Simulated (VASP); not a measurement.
# AlN in VASP: work function with PBEsol

Aim: the work function of AlN with PBEsol.

All numbers are computed with VASP 6.6.1; they aren't measurements. Logs are shortened: lines on timing, memory, paths and dates and some standing lists are left out, and cuts for length are marked.

### 1 The structure

The cell holds a slab with vacuum, 36 atoms: a = 3.113 Å, b = 4.981 Å, c = 38.466 Å, α = 90.00°, β = 90.00°, γ = 90.00°.

### 2 Work function, PBEsol

File INCAR:

```
SYSTEM = AlN
ALGO = Normal
DIPOL = 0.5 0.5 0.500
EDIFF = 1E-7
ENCUT = 520
GGA = PS
IDIPOL = 3
ISIF = 2
ISMEAR = 0
KPAR = 8
LASPH = .TRUE.
LCHARG = .TRUE.
LDIPOL = .TRUE.
LREAL = .FALSE.
LVACPOTAV = .TRUE.
LVHAR = .TRUE.
LWAVE = .FALSE.
NELM = 60
PREC = Accurate
SIGMA = 0.05
```

File KPOINTS:

```
k-points
0
G
  8 6 1
  0 0 0
```

File POSCAR:

```
AlN                                     
1.0
    3.1130000000      0.0000000000      0.0000000000
    0.0000000000      4.9810000000      0.0000000000
    0.0000000000      0.0000000000     38.4661423500
  Al              N             
    18    18
Direct
     0.0000000001000018    0.0239136497000393    0.2143271231700631
     0.5000000000000000    0.4919672833012972    0.2289133158363977
     0.5000000001000018    0.0004747067398484    0.2787202771733860
     0.0000000000000000    0.4958016566308491    0.3007306802274634
     0.0000000001000018    0.9987461872252920    0.3480298612310642
     0.5000000000000000    0.4980329573932300    0.3711770887731823
     0.5000000001000018    0.9988582983988902    0.4181100822114429
     0.0000000000000000    0.4989166351365525    0.4414556848744518
     0.0000000001000018    0.9991405317898265    0.4883225636507748
     0.5000000000000000    0.4991405317898267    0.5116774363492248
     0.5000000001000018    0.9989166351365522    0.5585443151255480
     0.0000000000000000    0.4988582983988901    0.5818899177885571
     0.0000000001000018    0.9980329573932299    0.6288229112268179
     0.5000000000000000    0.4987461872252919    0.6519701387689363
     0.5000000001000018    0.9958016566308490    0.6992693197725367
     0.0000000000000000    0.5004747067398485    0.7212797228266140
     0.0000000001000018    0.9919672833012969    0.7710866841636022
     0.5000000000000000    0.5239136497000392    0.7856728768299371
     0.0000000001000018    0.3764564860902260    0.2086630877282318
     0.5000000000000000    0.8739922228922609    0.2308755688956353
     0.5000000001000018    0.3802267304368416    0.2777560997012443
     0.0000000000000000    0.8791672386038558    0.3011492240563425
     0.0000000001000018    0.3803167324976192    0.3478349077425666
     0.5000000000000000    0.8804709093580499    0.3712908275555672
     0.5000000001000018    0.3810799453248766    0.4180220629135897
     0.0000000000000000    0.8811627329978253    0.4415448817263549
     0.0000000001000018    0.3812750954826425    0.4882533474774140
     0.5000000000000000    0.8812750954826427    0.5117466525225859
     0.5000000001000018    0.3811627329978253    0.5584551182736450
     0.0000000000000000    0.8810799453248767    0.5819779370864105
     0.0000000001000018    0.3804709093580498    0.6287091724444327
     0.5000000000000000    0.8803167324976193    0.6521650922574332
     0.5000000001000018    0.3791672386038558    0.6988507759436575
     0.0000000000000000    0.8802267304368419    0.7222439002987562
     0.0000000001000018    0.3739922228922606    0.7691244311043648
     0.5000000000000000    0.8764564860902258    0.7913369122717681
```

Potentials or basis: VASP PAW PBE potentials, release 64 (Al, N).

Run with:

```console
cat potpaw_PBE.64/Al/POTCAR potpaw_PBE.64/N/POTCAR > POTCAR
mpirun -np 8 vasp_std > vasp.out
```

OUTCAR:

```text
SYSTEM = AlN
   EDIFF = 1E-7
   ENCUT = 520
   GGA = PS
   ISIF = 2
   ISMEAR = 0
   LASPH = .TRUE.
   LREAL = .FALSE.
   NELM = 60
   PREC = Accurate

 ion  position               nearest neighbor table
   1  0.000  0.024  0.214-  19 1.77  20 1.84  20 1.84   2 2.86   2 2.86   3 2.93   3 2.93   2 3.12
                             2 3.12
   2  0.500  0.492  0.229-  19 1.83  19 1.83  20 1.90  21 1.96   1 2.86   1 2.86   3 3.11   1 3.12
                             1 3.12   4 3.17   4 3.17   3 3.18
   3  0.500  0.000  0.279-  22 1.88  22 1.88  21 1.89  20 1.95   1 2.93   1 2.93   4 3.04   4 3.04
                             4 3.08   4 3.08   5 3.09   5 3.09   2 3.11   2 3.18
   4  0.000  0.496  0.301-  21 1.88  21 1.88  23 1.90  22 1.91   3 3.04   3 3.04   5 3.07   3 3.08
                             3 3.08   5 3.10   6 3.13   6 3.13   2 3.17   2 3.17
   5  0.000  0.999  0.348-  24 1.89  24 1.89  22 1.90  23 1.90   6 3.07   6 3.07   6 3.07   6 3.07
                             4 3.07   3 3.09   3 3.09   4 3.10   7 3.11   7 3.11
   6  0.500  0.498  0.371-  23 1.89  23 1.89  25 1.89  24 1.90   5 3.07   5 3.07   5 3.07   5 3.07
                             7 3.07   7 3.08   8 3.12   8 3.12   4 3.13   4 3.13
   7  0.500  0.999  0.418-  26 1.89  26 1.89  24 1.90  25 1.90   8 3.07   8 3.07   8 3.07   8 3.07
                             6 3.07   6 3.08   5 3.11   5 3.11   9 3.12   9 3.12
   8  0.000  0.499  0.441-  25 1.89  25 1.89  27 1.89  26 1.90   7 3.07   7 3.07   7 3.07   7 3.07
                             9 3.07   9 3.08  10 3.12  10 3.12   6 3.12   6 3.12
   9  0.000  0.999  0.488-  28 1.89  28 1.89  26 1.89  27 1.90  10 3.07  10 3.07  10 3.07  10 3.07
                             8 3.07   8 3.08   7 3.12   7 3.12  11 3.12  11 3.12
  10  0.500  0.499  0.512-  27 1.89  27 1.89  29 1.89  28 1.90   9 3.07   9 3.07   9 3.07   9 3.07
                            11 3.07  11 3.08  12 3.12  12 3.12   8 3.12   8 3.12
  11  0.500  0.999  0.559-  30 1.89  30 1.89  28 1.89  29 1.90  12 3.07  12 3.07  12 3.07  12 3.07
                            10 3.07  10 3.08   9 3.12   9 3.12  13 3.12  13 3.12
  12  0.000  0.499  0.582-  29 1.89  29 1.89  31 1.90  30 1.90  11 3.07  11 3.07  11 3.07  11 3.07
                            13 3.07  13 3.08  14 3.11  14 3.11  10 3.12  10 3.12
  13  0.000  0.998  0.629-  32 1.89  32 1.89  30 1.89  31 1.90  14 3.07  14 3.07  14 3.07  14 3.07
                            12 3.07  12 3.08  11 3.12  11 3.12  15 3.13  15 3.13
  14  0.500  0.499  0.652-  31 1.89  31 1.89  33 1.90  32 1.90  13 3.07  13 3.07  13 3.07  13 3.07
                            15 3.07  16 3.09  16 3.09  15 3.10  12 3.11  12 3.11
  15  0.500  0.996  0.699-  34 1.88  34 1.88  32 1.90  33 1.91  16 3.04  16 3.04  14 3.07  16 3.08
                            16 3.08  14 3.10  13 3.13  13 3.13  17 3.17  17 3.17
  16  0.000  0.500  0.721-  33 1.88  33 1.88  34 1.89  35 1.95  18 2.93  18 2.93  15 3.04  15 3.04
                            15 3.08  15 3.08  14 3.09  14 3.09  17 3.11  17 3.18
  17  0.000  0.992  0.771-  36 1.83  36 1.83  35 1.90  34 1.96  18 2.86  18 2.86  16 3.11  18 3.12
                            18 3.12  15 3.17  15 3.17  16 3.18
  18  0.500  0.524  0.786-  36 1.77  35 1.84  35 1.84  17 2.86  17 2.86  16 2.93  16 2.93  17 3.12
                            17 3.12
  19  0.000  0.376  0.209-   1 1.77   2 1.83   2 1.83
  20  0.500  0.874  0.231-   1 1.84   1 1.84   2 1.90   3 1.95
  21  0.500  0.380  0.278-   4 1.88   4 1.88   3 1.89   2 1.96
  22  0.000  0.879  0.301-   3 1.88   3 1.88   5 1.90   4 1.91
  23  0.000  0.380  0.348-   6 1.89   6 1.89   5 1.90   4 1.90
  24  0.500  0.880  0.371-   5 1.89   5 1.89   7 1.90   6 1.90
  25  0.500  0.381  0.418-   8 1.89   8 1.89   6 1.89   7 1.90
[... 8 lines left out ...]
  34  0.000  0.880  0.722-  15 1.88  15 1.88  16 1.89  17 1.96
  35  0.000  0.374  0.769-  18 1.84  18 1.84  17 1.90  16 1.95
  36  0.500  0.876  0.791-  18 1.77  17 1.83  17 1.83

  LATTYP: Found a simple orthorhombic cell.
 ALAT       =     3.1130000000
 B/A-ratio  =     1.6000642467
 C/A-ratio  =    12.3566149534

  Lattice vectors:

 A1 = (   3.1130000000,   0.0000000000,   0.0000000000)
 A2 = (   0.0000000000,   4.9810000000,   0.0000000000)
 A3 = (   0.0000000000,   0.0000000000,  38.4661423500)

Analysis of symmetry for initial positions (statically):
=====================================================================
 Subroutine PRICEL returns:
 Original cell was already a primitive cell.

 Routine SETGRP: Setting up the symmetry group for a
 simple orthorhombic supercell.

 Subroutine GETGRP returns: Found  4 space group operations
 (whereof  2 operations were pure point group operations)
 out of a pool of  8 trial point group operations.

The static configuration has the point symmetry C_1h.
 The point group associated with its full space group is C_2v.

Analysis of symmetry for dynamics (positions and initial velocities):
=====================================================================
 Subroutine PRICEL returns:
 Original cell was already a primitive cell.

 Routine SETGRP: Setting up the symmetry group for a
 simple orthorhombic supercell.

 Subroutine GETGRP returns: Found  4 space group operations
[... 125 lines left out ...]
 Found     20 irreducible k-points:

 Following reciprocal coordinates:
            Coordinates               Weight
  0.000000  0.000000  0.000000      1.000000
  0.125000  0.000000  0.000000      2.000000
  0.250000  0.000000  0.000000      2.000000
  0.375000  0.000000  0.000000      2.000000
  0.500000  0.000000  0.000000      1.000000
  0.000000  0.166667  0.000000      2.000000
[... 12 lines left out ...]
  0.375000  0.500000  0.000000      2.000000
  0.500000  0.500000  0.000000      1.000000
   k-points           NKPTS =     20   k-points in BZ     NKDIM =     20   number of bands    NBANDS=     91
   number of dos      NEDOS =    301   number of ions     NIONS =     36
   total plane-waves  NPLWV = 276480
   dimension x,y,z NGX =    24 NGY =   40 NGZ =  288
   dimension x,y,z NGXF=    48 NGYF=   80 NGZF=  576
   ions per type =              18  18
   NGX,Y,Z   is equivalent  to a cutoff of  12.82, 13.35, 12.45 a.u.
   NGXF,Y,Z  is equivalent  to a cutoff of  25.63, 26.70, 24.89 a.u.
 SYSTEM =  AlN
   PREC   = accura    normal or accurate (medium, high low for compatibility)
   ISTART =      0    job   : 0-new  1-cont  2-samecut
   ICHARG =      2    charge: 1-file 2-atom 10-const
   ISPIN  =      1    spin polarized calculation?
   LNONCOLLINEAR =      F non collinear calculations
   LSORBIT =      F    spin-orbit coupling
   LASPH  =      T    aspherical Exc in radial PAW
   ENCUT  =  520.0 eV  38.22 Ry    6.18 a.u.   5.79  9.26 71.52*2*pi/ulx,y,z
   NELM   =     60;   NELMIN=  2; NELMDL= -5     # of ELM steps
   EDIFF  = 0.1E-06   stopping-criterion for ELM
   LREAL  =      F    real-space projection
   EDIFFG = 0.1E-05   stopping-criterion for IOM
   NSW    =      0    number of steps for IOM
   IBRION =     -1    ionic relax: 0-MD 1-quasi-New 2-CG
   NFREE  =      0    steps in history (QN), initial steepest desc. (CG)
   ISIF   =      2    stress and relaxation
   ISYM   =      2    0-nonsym 1-usesym 2-fastsym
   POTIM  = 0.5000    time-step for ionic-motion
   TEBEG  =    0.0;   TEEND  =   0.0 temperature during run
   PSTRESS=    0.0 pullay stress
   NELECT =     144.0000    total number of electrons
   NUPDOWN=      -1.0000    fix difference up-down
   EMIN   =  10.00;   EMAX   =-10.00  energy-range for DOS
   EFERMI =   0.00;   METHOD = LEGACY
   ISMEAR =     0;   SIGMA  =   0.05  broadening in eV -4-tet -1-fermi 0-gaus
   EFERMI_NEDOS =   21; number of points for ismear=-14 and -15
   IALGO  =     38    algorithm
   IMIX   =      4    mixing-type and parameters
     AMIX     =   0.40;   BMIX     =  1.00
     AMIX_MAG =   1.60;   BMIX_MAG =  1.00
  volume/ion in A,a.u.               =      16.57       111.81
  Fermi-wavevector in a.u.,A,eV,Ry     =   1.019383  1.926355 14.138393  1.039143
  Thomas-Fermi vector in A             =   2.152894
   LORBIT       =      0    0 simple, 1 ext, 2 COOP (PROOUT), +10 PAW based schemes
   GGA     = PS    functional components
   LHFCALC =     F    Hartree Fock is set to
   AEXX    =    0.0000 exact exchange contribution
   IVDW    =     0    specifies the selected vdW correction
   LEPSILON=     F    determine dielectric tensor
   LRPA    =     F    only Hartree local field effects (RPA)
 non-spin polarized calculation
 Gauss-broadening in eV      SIGMA  =   0.05
  energy-cutoff  :      520.00
  volume of cell :      596.45
 maximum number of plane-waves:     16142
 NGX is ok and might be reduce to    24
   NGX = 11   NGY = 19   NGZ =143

 number of electron     143.9999988 magnetization

 dipolmoment           0.000000      0.000000     -0.000000 electrons x Angstroem

 Free energy of the ion-electron system (eV)
  ---------------------------------------------------
  ext. energy  EPLUGINS =         0.00000000
  ---------------------------------------------------
  free energy    TOTEN  =      -277.29248560 eV

  energy without entropy =     -277.29248560  energy(sigma->0) =     -277.29248560

 E-fermi :   2.1801     XC(G=0):  -7.3762

 val. band max:        1.9145229816   @ k =   0.3750   0.5000   0.0000
 cond. band min:       4.7230160582   @ k =   0.0000   0.0000   0.0000
 fundamental gap:      2.8084930766
 Fermi energy:         2.1800701517

 k-point     1 :       0.0000    0.0000    0.0000
  band No.  band energies     occupation
      1     -13.5551      2.00000
      2     -13.4709      2.00000
      3     -13.3157      2.00000
      4     -13.0945      2.00000
      5     -12.8208      2.00000
      6     -12.5051      2.00000
[... 1729 lines left out ...]
     83       7.4946      0.00000
     84       7.4946      0.00000
 [bands above 84 left out]

------------------------ aborting loop because EDIFF is reached ----------------------------------------

  FORCE on cell =-STRESS in cart. coord.  units (eV):
  Direction    XX          YY          ZZ          XY          YZ          ZX
  --------------------------------------------------------------------------------------
  -------------------------------------------------------------------------------------
  Total        5.1182120      2.1330905     -0.9237642      0.0000000      0.0000000      0.0000000
  in kB       13.7484759      5.7298806     -2.4814036      0.0000000      0.0000000      0.0000000
  external PRESSURE =       5.6656510 kB  Pullay stress =       0.0000000 kB

 VOLUME and BASIS-vectors are now :
 -----------------------------------------------------------------------------
  energy-cutoff  :      520.00
  volume of cell :      596.45
      direct lattice vectors                 reciprocal lattice vectors
     3.113000000  0.000000000  0.000000000     0.321233537  0.000000000  0.000000000
     0.000000000  4.981000000  0.000000000     0.000000000  0.200762899  0.000000000
     0.000000000  0.000000000 38.466142350     0.000000000  0.000000000  0.025996888

 POSITION                                       TOTAL-FORCE (eV/Angst)
 -----------------------------------------------------------------------------------
      0.00000      0.11911      8.24434         0.000000      0.004508     -0.000747
      1.55650      2.45049      8.80541         0.000000     -0.003761      0.001017
      1.55650      0.00236     10.72129         0.000000      0.005197      0.008257
      0.00000      2.46959     11.56795         0.000000      0.003864      0.006565
      0.00000      4.97475     13.38737         0.000000     -0.001922      0.011049
      1.55650      2.48070     14.27775         0.000000      0.001658      0.005975
[... 28 lines left out ...]
      0.00000      1.86286     29.58525         0.000000     -0.008390     -0.008323
      1.55650      4.36563     30.43968         0.000000      0.001242      0.000920
 -----------------------------------------------------------------------------------
    total drift:                               -0.000002     -0.000268     -0.000002

  FREE ENERGIE OF THE ION-ELECTRON SYSTEM (eV)
  ---------------------------------------------------
  free  energy   TOTEN  =      -277.2924856028 eV

  energy  without entropy=     -277.2924856028  energy(sigma->0) =     -277.29248560

 vacuum level on the upper side and lower side of the slab         7.631         7.631
```

Wall time 6.4 min (8 MPI ranks of Intel Xeon 6975P-C (Granite Rapids), shared host); peak memory 1 GiB.

What came out:

- Free energy: -277.2925 eV
- Largest force: 0.013 eV/Å
- Band gap on the k mesh: 2.81 eV, indirect (least direct gap 2.94 eV)
- Ionisation potential of the upper face: 5.72 eV

Forces in eV/Å, atoms in the order of the input:
```
Al   0.000  0.005 -0.001
Al   0.000 -0.004  0.001
Al   0.000  0.005  0.008
Al   0.000  0.004  0.007
Al   0.000 -0.002  0.011
Al   0.000  0.002  0.006
Al   0.000 -0.001 -0.008
Al   0.000 -0.005  0.003
Al   0.000 -0.005 -0.005
Al   0.000 -0.005  0.005
Al   0.000 -0.005 -0.003
Al   0.000 -0.001  0.008
Al   0.000  0.002 -0.006
Al   0.000 -0.002 -0.011
Al   0.000  0.004 -0.007
Al   0.000  0.005 -0.008
Al   0.000 -0.004 -0.001
Al   0.000  0.005  0.001
N    0.000  0.001 -0.001
N    0.000 -0.008  0.008
N    0.000  0.002 -0.003
N    0.000  0.003  0.002
N    0.000  0.010  0.007
N    0.000 -0.002  0.013
N    0.000 -0.006  0.009
N    0.000 -0.002 -0.013
N    0.000  0.002 -0.002
N    0.000  0.002  0.002
N    0.000 -0.002  0.013
N    0.000 -0.006 -0.009
N    0.000 -0.002 -0.013
N    0.000  0.010 -0.007
N    0.000  0.003 -0.002
N    0.000  0.002  0.003
N    0.000 -0.008 -0.008
N    0.000  0.001  0.001
```

Caveat: the PAW data sets were made with another functional, which shifts forces and pressure a little.
